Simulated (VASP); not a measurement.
**W: single point with r2SCAN+rVV10**

W:

```xyz
1
Lattice="-1.5993 1.5993 1.5993 1.5993 -1.5993 1.5993 1.5993 1.5993 -1.5993" Properties=species:S:1:pos:R:3 pbc="T T T"
W     0.0000    0.0000    0.0000
```

The cell isn't the ideal one: a relaxed cell with its volume scaled by 1.03.

```
Program                : VASP 6.6.1
Task                   : single point
Functional             : r2SCAN
Dispersion             : rVV10
Potentials or basis    : VASP PAW PBE potentials, release 64 (W_sv)
Cutoff                 : 520 eV
k mesh                 : 18 × 18 × 18
Occupations            : gaussian, width 0.1 eV
Spin                   : no spin polarisation
Further INCAR settings : ALGO = Normal; EDIFF = 1e-07
```

The pressure is -8.9 GPa and the band gap on the k mesh is none (metal or under the smearing width).

Levels at points of the mesh, in eV from the Fermi level:
| k point | band 3 | band 4 | band 5 | band 6 | band 7 | band 8 | band 9 | band 10 | band 11 |
| --- | --- | --- | --- | --- | --- | --- | --- | --- | --- |
| (0.00, 0.00, 0.00) | -39.03 | -39.03 | -9.95 | -1.21 | -1.21 | -1.21 | 2.51 | 2.51 | 15.19 |
| (0.50, 0.00, 0.00) | -39.44 | -39.04 | -6.35 | -3.58 | 0.42 | 2.33 | 3.34 | 6.08 | 11.15 |
| (0.50, 0.50, 0.50) | -39.90 | -39.90 | -5.75 | -5.75 | 5.13 | 5.13 | 5.13 | 8.28 | 8.28 |

Run time: 100 s on 1 thread of Intel(R) Xeon(R) 6975P-C (Granite Rapids), on a shared host, peak memory 0.24 GiB.

Caveat: the PAW data sets were made with another functional, which shifts forces and pressure a little. The run has no spin-orbit coupling, so splittings on W are missing.
